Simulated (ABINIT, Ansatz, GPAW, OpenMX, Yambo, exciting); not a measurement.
Cost and result for the band gap of C

**What was measured.** The band gap of C (Fd-3m) is reported as 5.5 eV (arxiv:1902.02958). The runs below try to reproduce it.

The structure is cubic, space group Fd-3m (No. 227). The conventional cell has a = 3.567 Å, b = 3.567 Å, c = 3.567 Å, α = 90.00°, β = 90.00°, γ = 90.00°. C (site symmetry -43m) is surrounded by 4 C at 1.54 Å.

```tsv
rung	level	program and potentials	cutoff (eV)	k mesh	task	core time	chip	band gap (eV)	miss (eV)	notes
GGA	PBEsol	Ansatz, Ansatz PAW (files of its older set among them)	820	13 × 13 × 13	band structure	3.4 s	Intel Xeon	4.01	-1.49	potentials made for PBE, which Ansatz adapts in part; from the band path
Hartree-Fock	Hartree-Fock on PBEsol	Yambo, PseudoDojo 0.4.1 SR PBEsol standard	1116	6 × 6 × 6	Hartree-Fock levels	4.9 s	Intel Xeon 6975P-C Granite Rapids	11.89	+6.39	coarse mesh
GGA	BP86	GPAW, PAW data sets generated for this functional	800	10 × 10 × 10	band structure	15 s	Intel Xeon Platinum 8488C Sapphire Rapids	4.18	-1.32	from the band path
LDA	LDA	exciting, all-electron LAPW+lo, shipped species files, valence relativity iora*	-	8 × 8 × 8	single point	24 s	AMD EPYC 7R43 Zen 3	4.10	-1.40	mesh may miss the edge
GGA	PBE	ABINIT, PseudoDojo NC SR PBE v0.4.1 standard	1116	13 × 13 × 13	band structure	26 s	Arm Neoverse V2	4.19	-1.31	from the band path
GGA	PBE	OpenMX, OpenMX 2013 PBE set, C6.0-s2p2, grid cutoff 300 Ry	-	13 × 13 × 13	band structure	44 s	Arm Neoverse V1	4.60	-0.90	atomic basis
meta-GGA	r2SCAN	exciting, all-electron LAPW+lo, shipped species files, valence relativity zora	-	8 × 8 × 8	density of states	72 s	AMD EPYC 7R43 Zen 3	4.35	-1.15	mesh may miss the edge
GGA	PBE	OpenMX, OpenMX 2013 PBE set, C6.0-s2p2d1, grid cutoff 300 Ry	-	13 × 13 × 13	band structure	76 s	Arm Neoverse V2	4.29	-1.21	atomic basis; from the band path
GGA	PBE	OpenMX, OpenMX 2013 PBE set, C6.0-s3p2d2, grid cutoff 300 Ry	-	13 × 13 × 13	band structure	2.7 min	Arm Neoverse V1	4.25	-1.25	atomic basis; from the band path
```

Times are single runs on shared hosts and different chips, so they are rough; meshes, cutoffs and the tasks' sizes weigh on the time. All rows: no spin polarisation. Gaps are the least found on the k mesh or the band path, and a mesh can miss the band edges. The cell comes from a database and isn't always the measured one. Meshes differ between rows, which moves values too. All levels ran on this one cell, unrelaxed unless noted. Meshes are those of the run's cell of 2 atoms unless a note names another. Misses use the values as printed. Runs on faulty files, with rough fits or with known faults for this quantity aren't shown. No row holds spin-orbit coupling.

By rung: LDA 4.10; GGA 4.01 to 4.19; meta-GGA 4.35; GGA in atomic bases 4.25 to 4.60; Hartree-Fock on coarse meshes 11.89 (eV). Measured: 5.5 eV (arxiv:1902.02958). Closest, coarse meshes and atomic bases left aside, is r2SCAN (-1.15 eV), and PBE misses by -1.31 eV on plain settings. LDA and GGA gaps fall short mostly because these functionals lack the derivative discontinuity; the runs are for a static lattice, while measurements hold temperature and zero-point motion.
